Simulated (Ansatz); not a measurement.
# RbBr (Fm-3m): band gap by G0W0 on PBE

Aim: the quasiparticle gap of RbBr (Fm-3m), starting from PBE.

Program: Ansatz 0.2.0. Level of theory: PBE, then G0W0 on it, plane waves, PAW. Results are calculated unless marked as measured.

The database entry behind the starting cell differs from later determinations by our own check (about 0.5 % short), so it need not match the best structure at ambient conditions.

### Step 1. Set-up

Symmetry: Fm-3m, No. 225, cubic system. Conventional cell: a = 6.854 Å, b = 6.854 Å, c = 6.854 Å, α = 90.00°, β = 90.00°, γ = 90.00°. Rb has 6 Br at 3.43 Å nearest. Br has 6 Rb at 3.43 Å nearest. Farther neighbours and most contacts between anions are not listed.

The cell and positions come from the Crystallography Open Database and are kept as given unless a step says otherwise.

### Step 2. Bands along the symmetry lines

Levels along a band path and on the mesh show where this functional puts the band edges.

This step: DFT, PBE, plane waves, PAW; PAW set soft_1.

The input, input.yaml:

```yaml
crystal:
  lattice:
    - [0.0, 3.427, 3.427]
    - [3.427, 0.0, 3.427]
    - [3.427, 3.427, 0.0]
  atoms:
    - { symbol: Rb, position: [0.0, 0.0, 0.0] }
    - { symbol: Br, position: [0.5, 0.5, 0.5] }
kpoints:
  mp_grid: { grid: [6, 6, 6] }
  band_path:
    path:
      - [[0.0, 0.0, 0.0], [0.5, 0.0, 0.5], [0.625, 0.25, 0.625]]
      - [[0.375, 0.375, 0.75], [0.0, 0.0, 0.0], [0.5, 0.5, 0.5], [0.5, 0.25, 0.75], [0.5, 0.0, 0.5]]
    npoints: 10
hamiltonian:
  xc: pbe
  pseudopotentials: { kind: paw, azcp: { folder: soft_1 } }
scf:
  occupations: { method: fermi_dirac, width: 0.02 }
  n_extra_bands: 4
output:
  eigenvalues: true
```

Launch:

```bash
> ansatz run input.yaml --threads 24 --pin off --max-ram 82944MiB --backend cuda --events-out ev --progress --plain --runs-dir out --devices 1 --max-vram 78GiB
```

Numbers of over 12 decimals in the logs are rounded to 6 here.

The program printed:

```text
scf.n_extra_bands = 4 over 8 filled bands (N_el = 16.0): the run solves 12 bands
GPUs: using 1 of 1 available (devices: 1).
Engine: ansatz 0.2.0, aarch64-unknown-linux-gnu
Pseudopotentials: kind: paw
Pseudopotential: Rb, paw, valence charge 9, recommended cutoff 420 eV (normal), soft_1/Rb.paw.azcp
Pseudopotential: Br, paw, valence charge 7, recommended cutoff 420 eV (normal), soft_1/Br.paw.azcp
Functional definition: PBE
  parameter kappa = 0.804
  parameter beta = 0.066725
  exchange = pbe_x(kappa = kappa, mu = beta*pi^2/3)
  correlation = pbe_c(beta = beta)
device memory: the entry about to start is reckoned to put 0.8 GiB on a device that reports 180.3 GiB free (of which the cap on the GPU budget leaves the run 78.0 GiB)
GPU FFT provider: cuFFT
GPU libraries: cuBLAS 13.8.1, cuFFT 12.4.0, cuSOLVER 12.3.2
GPU matrix products: emulated (plane waves: as basis.precision tells), large ones in fixed point in workspaces of 1.00 GiB
Crystal: 2 atoms, lattice volume = 80.496 Å³
Basis set: ecut = 420 eV, 1591 PW (Γ)
Bands: 12, of which v1, the nominal top of the filled ones, is band 8 counted from 1 (7 counted from 0)
Symmetry: 48 space group operations
Space group: Fm-3m (ITA 225), of the structure as read, at distance tolerance 4.3e-5 Å
k-points: 16 of 216
Non-local potential: Rb, projectors of the file, l = 0: 3, l = 1: 2, l = 2: 2
Non-local potential: Br, projectors of the file, l = 0: 2, l = 1: 2, l = 2: 2
PAW form: soft (Blöchl's): semilocal exchange-correlation on the pseudo side does not see the compensation charge
PAW one-centre angular grid: Rb, 110 points (default); XC on 64 Gauss nodes
PAW one-centre angular grid: Br, 110 points (default); XC on 64 Gauss nodes
Initial density: superposition of atomic densities (chi_scale 0.1, normalization cell, long waves kept (reshape's long-wave potential 0.00 eV rms))
Initial wavefunctions: pseudopotential atomic-orbital guess
GPU buffer pool allocated for 46656 grid points (all kernels)
GPU transforms: local potential and band sums: pruned to the plane-wave sphere, on 36×36×36
Functional: x = pbe(κ = 0.804, μ = 0.219515), c = pbe(β = 0.066725)
SCF iter   1: F=—  HF=-6054.613811 eV  |F-HF|=—  |Δ(HF+E_count)|=         —  Δρ=2.89e-2  dr2=1.32e0  ethr=3.10e-3  ⟨swp⟩=6.9  Hψ=1306  notcnv=0
preconditioner: auto → none  [insulator: Δε(μ)=3.322 eV  Ē_g=13.279 eV  σ=0.020 eV  W_gap=1.00  n_scr=14 (ndim 8)  ℏωp=15.5 eV  f_vac=0.000  D(μ)=0.00/eV (n_scr^D=0)  ε∞_Penn≈2.4]
SCF iter   2: F=—  HF=-6054.081723 eV  |F-HF|=—  |Δ(HF+E_count)|=   5.32e-1  Δρ=7.45e-3  dr2=7.22e-2  ethr=3.10e-3  ⟨swp⟩=3.0  Hψ=570  notcnv=0
SCF iter   3: F=—  HF=-6054.077538 eV  |F-HF|=—  |Δ(HF+E_count)|=   4.18e-3  Δρ=3.38e-3  dr2=9.97e-3  ethr=4.51e-4  ⟨swp⟩=2.0  Hψ=304  notcnv=0
SCF iter   4: F=—  HF=-6054.083604 eV  |F-HF|=—  |Δ(HF+E_count)|=   6.07e-3  Δρ=9.30e-4  dr2=1.00e-3  ethr=6.23e-5  ⟨swp⟩=2.8  Hψ=321  notcnv=0
SCF iter   5: F=—  HF=-6054.084544 eV  |F-HF|=—  |Δ(HF+E_count)|=   9.40e-4  Δρ=1.11e-4  dr2=1.32e-5  ethr=6.28e-6  ⟨swp⟩=2.3  Hψ=368  notcnv=0
SCF iter   6: F=—  HF=-6054.084604 eV  |F-HF|=—  |Δ(HF+E_count)|=   6.01e-5  Δρ=1.23e-5  dr2=1.88e-7  ethr=8.25e-8  ⟨swp⟩=2.0  Hψ=350  notcnv=0
SCF iter   7: F=-6054.084604 eV  HF=-6054.084604 eV  |F-HF|=6.67e-10  |Δ(HF+E_count)|=   4.47e-8  Δρ=1.42e-6  dr2=2.44e-9  ethr=6.25e-10  ⟨swp⟩=5.4  Hψ=786  notcnv=0
SCF 1 converged in 7 iterations: F = -6054.084604 eV  dr2 = 2.44e-9
  greatest PAW one-centre occupation: 0.973 electrons in one spin orbital (limit 2), on the Rb atom at site 0 (counted from 0), in its partial waves of l = 0
device memory: the entry about to start is reckoned to put 1.1 GiB on a device that reports 182.5 GiB free (of which the cap on the GPU budget leaves the run 78.0 GiB)
NSCF: frozen V_eff on 62 k-points, pencils in batches of 32, up to order 56
SCF converged after 7 iterations
Free energy (F): -6054.084604 eV
Harris-Foulkes:  -6054.084604 eV  (|F-HF|=6.67e-10)
Internal energy: -6054.084604 eV  (E = F + TS)
E sigma→0 (E₀):  -6054.084604 eV
Fermi energy:    3.441814 eV
--- Per-component energies (eV) ---
  E_band       = -106.747932
  E_kinetic    = 313.997497
  E_local      = -782.292838  (includes V_loc(G=0)·N_el)
  E_nonlocal   = 238.889052
  E_hartree    = 203.875016
  E_xc         = -322.287878
  E_vxc        = -239.746492  (∫ρ·V_xc dr)
  E_paw        = -4935.925987  (= ΣΔE_a)
  E_vpaw       = -45.345463  (= ΣTr[D̂ρ^β])
  E_aug_tail   = -0.000018  (compensation charges beyond the density's cutoff)
  E_ewald      = -770.339449
  E_smearing   = -0.000000  (= −TS)
  E_closure    = 0.000000  (closes the sum)
  Σ components = -6054.084604   (vs F -6054.084604, Δ=0.00e0)
--- Band table (eV; the first three rows and the last of 16) ---
  k-point 0: bands = [... 4 lower, -7.2438, 1.2458, 1.2458, 1.2458, 5.6103, 8.5285, 8.5285, 8.5285]
  k-point 1: bands = [... 4 lower, -7.2317, 0.9423, 1.1514, 1.1514, 6.2505, 8.3946, 8.8561, 8.8561]
  k-point 2: bands = [... 4 lower, -7.2078, 0.4610, 0.9747, 0.9747, 7.4980, 8.5512, 9.7688, 9.7688]
  k-point 15: bands = [... 4 lower, -7.2480, 0.8302, 0.8340, 0.9835, 7.5578, 9.1163, 9.2310, 10.1919]
```

The job ended after 1.4 s (1 × NVIDIA GB200 (shared by 2 runs) with 24 threads of Arm Neoverse V2, shared host; peak memory 1 GiB).

This step gave:

| Quantity | Value |
| --- | --- |
| filled bands | 8 |
| gap | 4.364 eV |
| valence top at | Γ |
| conduction bottom at | Γ |
| least direct gap | 4.364 eV |

Over mesh and path the gap is 4.364 eV, direct, at k = Γ.

The electronic bands at the labelled points (eV, zero at the top of the highest nominally filled band; v1 is the highest filled band, c1 the lowest empty one):

```
    point     v4     v3     v2     v1    c1    c2    c3    c4
        Γ  -8.49   0.00   0.00   0.00  4.36  7.28  7.28  7.28
  halfway  -8.49  -0.60  -0.10  -0.10  5.72  6.24  8.62  8.76
        X  -8.56  -0.47  -0.16  -0.16  5.61  7.13  9.20  9.21
  halfway  -8.55  -0.46  -0.26  -0.19  5.81  7.40  8.82  9.28
        U  -8.52  -0.49  -0.41  -0.26  6.35  8.13  8.16  8.86
jump to K  -8.52  -0.49  -0.41  -0.26  6.35  8.13  8.16  8.86
  halfway  -8.46  -0.67  -0.28  -0.15  6.03  6.98  8.06  8.80
        Γ  -8.49   0.00   0.00   0.00  4.36  7.28  7.28  7.28
  halfway  -8.47  -0.56  -0.18  -0.18  5.63  7.15  8.00  8.00
        L  -8.44  -0.99  -0.35  -0.35  6.81  7.72  9.49  9.49
  halfway  -8.47  -0.76  -0.35  -0.33  6.97  7.42  8.87  8.99
        W  -8.47  -0.49  -0.35  -0.35  7.08  7.08  8.27  8.62
  halfway  -8.52  -0.44  -0.33  -0.22  6.02  7.60  8.43  9.14
        X  -8.56  -0.47  -0.16  -0.16  5.61  7.13  9.20  9.21
```

The electronic bands as a text plot (rows in eV, shown from -8.0 to 7.3 only):

```
    7.0 |++++     +++++    +++++++++++++++++++  ++++++++++++   ++
    6.3 |    +++++       ++    ++            +++            ++
    5.7 |      + ++++++++        +          +                 +++
    5.1 |   +++                   ++      ++
    4.4 |+++                        ++++++
    3.8 |
    3.1 |
    2.5 |
    1.9 |
    1.2 |
    0.6 |
    0.0 |********************************************************
   -0.7 |   ************************       **********************
   -1.3 |
   -2.0 |
   -2.6 |
   -3.2 |
   -3.9 |
   -4.5 |
   -5.1 |
   -5.8 |
   -6.4 |
   -7.0 |
   -7.7 |
         Γ           X  U|K            Γ         L        W     X
```

### Step 3. G0W0 on the 4×4×4 mesh

G0W0 replaces the xc potential by a self-energy built once from the orbitals of the start. Levels are corrected in the window of bands that the input names, at points of the mesh.

This step: G0W0 on PBE, plane waves, PAW; PAW set soft_1.

input.yaml, the sections that differ from step 2:

```yaml
kpoints:
  mp_grid: { grid: [4, 4, 4] }
scf:
  occupations: { method: fixed }
gw:
  n_empty_bands: 516
  ecut_chi: 200.0
  qp_bands: [v2, c2]
  qp_kpoints: band_edges
  screening: { model: contour_deformation }
# crystal, hamiltonian: as in step 2
# output: removed
```

The program printed:

```text
GPUs: using 1 of 1 available (devices: 1).
[...]
GPU FFT provider: cuFFT
GPU libraries: cuBLAS 13.8.1, cuFFT 12.4.0, cuSOLVER 12.3.2
[...]
Crystal: 2 atoms, lattice volume = 80.496 Å³
Basis set: ecut = 420 eV, 1591 PW (Γ)
Bands: 12, of which v1, the nominal top of the filled ones, is band 8 counted from 1 (7 counted from 0)
Symmetry: 48 space group operations
[...]
k-points: 8 of 64
[...]
GPU buffer pool allocated for 46656 grid points (all kernels)
[...]
SCF iter   1: F=—  HF=-6054.613130 eV  |F-HF|=—  |Δ(HF+E_count)|=         —  Δρ=2.89e-2  dr2=1.31e0  ethr=3.10e-3  ⟨swp⟩=6.0  Hψ=540  notcnv=0  defer=14
[...]
SCF iter   7: F=-6054.084361 eV  HF=-6054.084361 eV  |F-HF|=7.59e-10  |Δ(HF+E_count)|=   3.86e-8  Δρ=1.20e-6  dr2=1.55e-9  ethr=6.25e-10  ⟨swp⟩=6.1  Hψ=422  notcnv=0
SCF 1 converged in 7 iterations: F = -6054.084361 eV  dr2 = 1.55e-9
[...]
NSCF: frozen V_eff on 8 k-points
the band table was solved once the SCF had ended and its energy, with any forces and stress, was formed, with the checks that follow a solve (656 applications of the Hamiltonian). They found nothing against the state; the energy, forces and stress were not computed again (output.eigenvalues in the input reference)
[...]
G₀W₀ screening: q 1/8
[... further progress lines ...]
[...]
SCF converged after 7 iterations
Free energy (F): -6054.084361 eV
[...]
Internal energy: -6054.084361 eV  (E = F + TS)
E sigma→0 (E₀):  -6054.084361 eV
Fermi energy:    1.246185 eV
[...]
--- Band table (eV; the first three rows and the last of 8) ---
  k-point 0: bands = [... 4 lower, -7.2439, 1.2462, 1.2462, 1.2462, 5.6105, 8.5285, 8.5285, 8.5285]
  k-point 1: bands = [... 4 lower, -7.2198, 0.6863, 1.0616, 1.0616, 6.8792, 8.3956, 9.2494, 9.2494]
  k-point 2: bands = [... 4 lower, -7.1960, 0.2589, 0.8921, 0.8921, 8.0609, 8.9659, 10.7362, 10.7362]
  k-point 7: bands = [... 4 lower, -7.2253, 0.7544, 0.8994, 0.8994, 8.3289, 8.3289, 9.5121, 9.8656]
--- G₀W₀: contour deformation, 6 samples at zero and on the imaginary axis and 2 off it, 64 q-points, 516 empty bands' worth ---
  eigenvalues of the whole cell's RPA ε∞ on this k-mesh (on a slab, of 1 + 4πα/V) = 2.3577, 2.3577, 2.3577; static W/v taken at q = 0 is 0.424136
  bands read: the sum over 524 bands ends inside a degenerate multiplet in 1 slot, whose members it reads at an even weight; the widest, k=0: bands 524 to 526 (counted from 1) at 1/3 each
  gw.qp_kpoints: band_edges: 8 of 8 stored k-points solved, in 1 pass; an edge of the gap read off the rows below is read off those points alone
    ik  band        ε_KS         Σx   Σc(E_QP)       V_xc       Z   E_QP_lin       E_QP  E_QP is
     0     7      1.2462   -19.3628     1.8803   -15.4499  0.8018    -0.8459    -0.7864  root
     0     8      1.2462   -19.3628     1.8803   -15.4499  0.8018    -0.8459    -0.7864  root
     0     9      5.6105    -4.1747    -2.9978    -7.6814  0.8622     6.1213     6.1192  root
     0    10      8.5285    -3.7837    -3.2445    -7.9404  0.8538     9.4489     9.4408  root
     1     7      1.0616   -19.0059     1.9160   -15.0457  0.8007    -1.0452    -0.9826  root
     1     8      1.0616   -19.0059     1.9160   -15.0457  0.8007    -1.0452    -0.9826  root
     1     9      6.8792    -4.9529    -3.0904    -8.6032  0.8544     7.4419     7.4392  root
     1    10      8.3956    -3.8680    -3.1965    -7.8106  0.8509     9.1473     9.1416  root
     2     7      0.8921   -18.7232     1.9573   -14.7087  0.7994    -1.2312    -1.1651  root
     2     8      0.8921   -18.7232     1.9573   -14.7087  0.7994    -1.2312    -1.1651  root
     2     9      8.0609    -3.8024    -3.0611    -7.3799  0.8541     8.5798     8.5772  root
     2    10      8.9659    -5.4324    -3.4047    -9.5912  0.8368     9.7270     9.7200  root
     3     7      1.1478   -19.2301     1.8996   -15.2841  0.8017    -0.9600    -0.8986  root
     3     8      1.1478   -19.2301     1.8996   -15.2841  0.8017    -0.9600    -0.8986  root
     3     9      6.9659    -4.7602    -3.1432    -8.5256  0.8550     7.5914     7.5880  root
     3    10      7.4908    -3.2262    -3.0550    -6.9857  0.8583     8.1997     8.1952  root
     4     7      0.8971   -18.8164     1.9515   -14.7956  0.8005    -1.2385    -1.1723  root
     4     8      0.9895   -18.9722     1.9374   -14.9769  0.8005    -1.1329    -1.0685  root
     4     9      7.7017    -3.5329    -3.0726    -7.2671  0.8557     8.3673     8.3632  root
     4    10      8.5713    -4.9509    -3.3133    -8.9675  0.8454     9.2798     9.2745  root
     5     7      0.9085   -18.7766     1.9560   -14.7639  0.7994    -1.2141    -1.1482  root
     5     8      0.9983   -18.9661     1.9215   -14.9804  0.8018    -1.1299    -1.0659  root
     5     9      7.9928    -4.9005    -3.2189    -8.7704  0.8490     8.6480     8.6438  root
     5    10      8.4154    -3.8981    -3.1771    -7.7622  0.8498     9.1073     9.1024  root
     6     7      1.0880   -19.2291     1.9197   -15.2501  0.8015    -1.0342    -0.9713  root
     6     8      1.0880   -19.2291     1.9197   -15.2501  0.8015    -1.0342    -0.9713  root
     6     9      6.8584    -3.1051    -2.9553    -6.6938  0.8608     7.4952     7.4918  root
     6    10      8.3789    -4.4545    -3.3503    -8.6306  0.8540     9.2111     9.2048  root
     7     7      0.8994   -18.8953     1.9476   -14.8662  0.8017    -1.2486    -1.1822  root
     7     8      0.8994   -18.8953     1.9476   -14.8662  0.8017    -1.2486    -1.1822  root
     7     9      8.3289    -3.9026    -3.1730    -7.7698  0.8501     9.0282     9.0232  root
     7    10      8.3289    -3.9026    -3.1730    -7.7698  0.8501     9.0282     9.0232  root
```

Run time: 4.9 s. Hardware: 1 × NVIDIA GB200 (shared by 2 runs) with 24 threads; peak memory 1.8 GiB.

This step gave:

* bands summed: 524
* RPA ε∞ on this mesh (eigenvalues): 2.358, 2.358, 2.358
* plane waves in the screening matrix: 531
* q-points in the mesh: 64
* G0W0 gap over the corrected points: 6.906 eV
* k of the valence top: 0, 0, 0
* k of the conduction bottom: 0, 0, 0
* starting gap on the mesh: 4.364 eV
* Z at the valence top: 0.8018
* Z at the conduction bottom: 0.8622
* least direct G0W0 gap over the corrected points: 6.906 eV

Over all 8 irreducible mesh points the G0W0 gap is 6.906 eV, direct, at k = Γ. The PBE gap of this run on the mesh is 4.364 eV. The two states that bound the G0W0 gap lie that far apart at the start, so the correction of the gap is 6.906 − 4.364 = +2.542 eV. The start of this run differs from the step before in mesh (6×6×6 and 4×4×4).

Labels follow the order of the start: v1 is the top filled band, c1 the lowest empty one; levels that stay degenerate share a row, the window can cut a multiplet, doubted levels are not marked in this list, bands outside the window were not corrected, and the list may be a part of the corrected levels. The levels before and after the correction (eV, zero at the valence-band top of each column):

```
           conduction bottom  valence top
Kohn-Sham               4.36         0.00
     G0W0               6.91         0.00
```

```
             level  occupation  energy (eV)
Kohn-Sham  Γ v2-v1           2        0.000
Kohn-Sham     Γ c1           0        4.364
Kohn-Sham     Γ c2           0        7.282
     G0W0  Γ v2-v1           2        0.000
     G0W0     Γ c1           0        6.906
     G0W0     Γ c2           0       10.227
```

The parts of the quasiparticle energy for the two states that bound the G0W0 gap, in eV on the run's own scale (QP = start + Σx + Σc − Vxc, with Σc at the quasiparticle energy):

```
             edge  k  band  start       Σx      Σc      Vxc      Z      QP
      valence top  Γ     7  1.246  −19.363   1.880  −15.450  0.802  −0.786
conduction bottom  Γ     9  5.611   −4.175  −2.998   −7.681  0.862   6.119
```

(Part 1 of 2 ends here.)

[Paths, hosts, dates, memory and timing lines, banners, echoed tables and standing remarks are left out of the program output.]

[Logs are printed without paths, hosts, clocks, repeated set-up lines and the standing remarks that a program may print on its own settings, such as how far it seeks lower states.]

[Runs of the session that timed out or met a known fault of the program may be left out.]

[Cells called generated may have been cut or substituted from an entry of the Crystallography Open Database or the Materials Project.]

[Hosts, paths, dates, database ids (printed as entryN), source tags and the programs' standing remarks are cut or masked in the printed files.]

[Where an RPA ε∞ is given, it is that of the G0W0 mesh and is not shown converged in it. Names of k-points follow the symmetry that the program found, which can be lower than the space group named. Band edges on a path are those of the sampled points; other points can move an edge, and change direct to indirect where valleys lie close.]

[Hybrid gaps are those of their k-mesh and are not shown converged in it.]
